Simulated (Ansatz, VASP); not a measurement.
# SiC in VASP and in Ansatz

```
Si C
1.0
     0.00000    2.14889    2.14889
     2.14889    0.00000    2.14889
     2.11107    2.11107    0.03782
Si C
1 1
Direct
  0.00000 0.00000 0.00000
  0.75000 0.75000 0.75000
```

Alike in both runs: task single point; functional PBE; k mesh 12 × 12 × 12; occupations gaussian, width 0.05 eV; no spin polarisation.

```csv
,VASP,Ansatz
version,VASP 6.6.1,Ansatz 0.2.0
potentials or method,"VASP PAW PBE potentials, release 64 (Si, C)","scalar-relativistic, plane waves, PAW"
plane-wave cutoff (eV),520,520
valence electrons in the cell,8,8
```

```tsv
	VASP	Ansatz	Ansatz less VASP
gap on the k mesh at the Fermi level (eV)	1.17	1.17	+0.005
least direct gap on the mesh (eV)	4.44	4.45	+0.012
pressure (GPa)	21.0	21.1	+0.13
largest component of the traceless stress (GPa)	6.00	5.98	-0.018
rms of the force components (eV/Å)	0.243	0.244	+0.0008
```

Atom by atom the forces differ by 0.001 eV/Å (rms over components). The functional is the same, so the differences come from potentials, cutoffs and numerics.

Caveats: so large a pressure means that the cell lies far from this level's equilibrium, or that cutoff or potentials fall short (VASP). A k mesh can miss the band edges.
